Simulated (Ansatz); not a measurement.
Here is an Ansatz 0.2.0 calculation.

The input input.yaml:

```yaml
crystal:
  lattice:
    - [0.0, 2.88574, 5.115665]
    - [2.630497, 0.0, 5.115665]
    - [2.630497, 2.88574, 0.0]
  atoms:
    - { symbol: Ge, position: [0.72649, 0.27351, 0.72649] }
    - { symbol: Ge, position: [0.27351, 0.72649, 0.27351] }
    - { symbol: Ge, position: [0.218133, 0.218133, 0.781867] }
    - { symbol: Ge, position: [0.781867, 0.781867, 0.218133] }
kpoints:
  mp_grid: { grid: [7, 7, 7] }
scf:
  occupations: { method: fermi_dirac, width: 0.05 }
hamiltonian:
  xc: pbesol
  pseudopotentials: { kind: all_electron, lapw: { basis_error: 0.002 } }
output: {}
phonons:
  method: fd
  supercell: [1, 1, 1]
```

Potentials or basis: all-electron LAPW, scalar-relativistic.

Run with:

```sh
$ ansatz run input.yaml --threads 2 --pin off --max-ram 8192MiB --backend cpu --events-out ev --progress --plain --runs-dir out
```

Q: Estimate the highest phonon frequency at Γ.

A: 175 cm⁻¹.

Q: Predict the most unstable mode.

A: 32i cm⁻¹.

Q: What does it give for the largest force?

A: 0.043 eV/Å.

Q: Estimate the band gap on the k mesh.

A: None (metal or under the smearing width).

Phonon frequencies in cm⁻¹ (negative: imaginary):
| q point | frequencies |
| --- | --- |
| (0.000, 0.000, 0.000) | -32 0 0 0 58 70 80 97 123 156 157 175 |

Caveat: a metal's response needs a denser mesh; some modes are imaginary.
